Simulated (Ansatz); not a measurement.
MgS: a vibration from a frozen displacement

The calculation used DFT r2SCAN, scalar-relativistic, plane waves, PAW in Ansatz. Settings: plane waves to 500 eV, k-mesh 8×8×8 (Γ-centred), Gaussian smearing 0.05 eV. No spin polarisation. Energies are free energies at this smearing, counted from the undisturbed cell; pressure is positive in compression.

Reference structure (as given, not relaxed at this level; it stands at 0.0 GPa):

```
Mg S
1.0
     0.00000    2.60165    2.60165
     2.60165    0.00000    2.60165
     2.60165    2.60165    0.00000
Mg S
1 1
Direct
  0.00000 0.00000 0.00000
  0.50000 0.50000 0.50000
```

Every Mg atom is moved by x along the Cartesian unit vector (0.707, 0.707, 0.000); the cell and all other atoms stay fixed. The cell's volume is 35.22 Å³; the moved atoms weigh 24.305 u together and the others 32.060 u. Some rows repeat others by symmetry and weren't run.

```
  x (Å)  ΔE (meV/cell) total force on the moved atoms along the move (eV/Å) pressure (GPa)
-0.1000          14.35                                                0.2892          0.3308
-0.0875          10.97                                                0.2522          0.2513
-0.0750           8.04                                                0.2155          0.1823
-0.0625           5.58                                                0.1790          0.1240
-0.0500           3.57                                                0.1430          0.0763
-0.0375           2.00                                                0.1069          0.0392
-0.0250           0.89                                                0.0713          0.0127
-0.0125           0.22                                                0.0356         -0.0032
 0.0000           0.00                                                0.0000         -0.0085
 0.0125           0.22                                               -0.0356         -0.0032
 0.0250           0.89                                               -0.0713          0.0127
 0.0375           2.00                                               -0.1069          0.0392
 0.0500           3.57                                               -0.1430          0.0763
 0.0625           5.58                                               -0.1790          0.1240
 0.0750           8.04                                               -0.2155          0.1823
 0.0875          10.97                                               -0.2522          0.2513
 0.1000          14.35                                               -0.2892          0.3308
```

**Question.** What frequency belongs to this motion?

**Answer.** The force constant is k = −dF/dx = 2.851 eV/Å², from the parabola through x = -0.0125, 0 and 0.0125. In every cell the moved atoms swing against the rest, so the mass is μ = m₁m₂/(m₁ + m₂) = 13.825 u, and ν̃ = 521.5 cm⁻¹ × √(|k|/μ) = 237 cm⁻¹. To first order in x, and within 1 %, the force on every atom lies along the move and, within each of the two groups, in proportion to the atom's mass, so this is itself a mode at the zone centre of this cell, taken without macroscopic field (the transverse frequency in a polar insulator).

**Question.** How far does the harmonic law reach?

**Answer.** At x = -0.100 Å, kx²/2 = 14.26 meV against the computed 14.35 meV (+0.7 %): the well is still close to harmonic there.